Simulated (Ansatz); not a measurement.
# Na2S: frozen-core PAW against all-electron methods

```yaml
crystal:
  lattice:
    - [0.00000, 3.23037, 3.26300]
    - [3.23037, 0.00000, 3.26300]
    - [3.23037, 3.23037, 0.00000]
  atoms:
    - { symbol: Na, position: [0.25000, 0.25000, 0.25000] }
    - { symbol: Na, position: [0.75000, 0.75000, 0.75000] }
    - { symbol: S, position: [0.00000, 0.00000, 0.00000] }
```

Atoms are numbered in the order listed.

The geometry is COD entry 1011374, unchecked; take it as a test cell. The listed cell was then made from it by scaling, straining or moving an atom.

All numbers are computed: DFT, PBEsol, PAW with Ansatz's default frozen-core files, scalar-relativistic (Ansatz 0.2.0); DFT, PBEsol, all-electron PAW with datasets made for the crystal, scalar-relativistic (Ansatz 0.2.0); DFT, PBEsol, all-electron LAPW, scalar-relativistic (Ansatz 0.2.0).

For PAW: a Γ-centred 8×8×8 k mesh, Fermi–Dirac smearing of 0.02 eV, cutoff 420 eV, no spin polarisation; the PAW files were made with PBE, and the program remakes their frozen cores for this functional. The crystal-made all-electron datasets (AE datasets) take a cutoff of 180 eV at this cell. LAPW targets a basis error of 1 meV/atom. The Ansatz runs share mesh, smearing and spin set-up. Plane-wave (PAW) pressures include the program's estimate of the Pulay term.

Stress and pressure are positive in compression.

The change that made this cell: equal xx and yy strain of -1 %.

| quantity | PAW | AE datasets | LAPW |
| --- | --- | --- | --- |
| pressure (GPa) | 0.27 | 0.27 | 0.27 |
| stress xx (GPa) | 0.40 | 0.40 | 0.40 |
| stress zz (GPa) | 0.00 | 0.00 | 0.01 |
| band gap (eV) | 2.450 | 2.450 | 2.450 |
| largest principal field gradient Vzz at Na1 (10²¹ V/m²) | -0.06 | -0.05 | – |
| largest principal field gradient Vzz at S3 (10²¹ V/m²) | 0.10 | 0.10 | – |
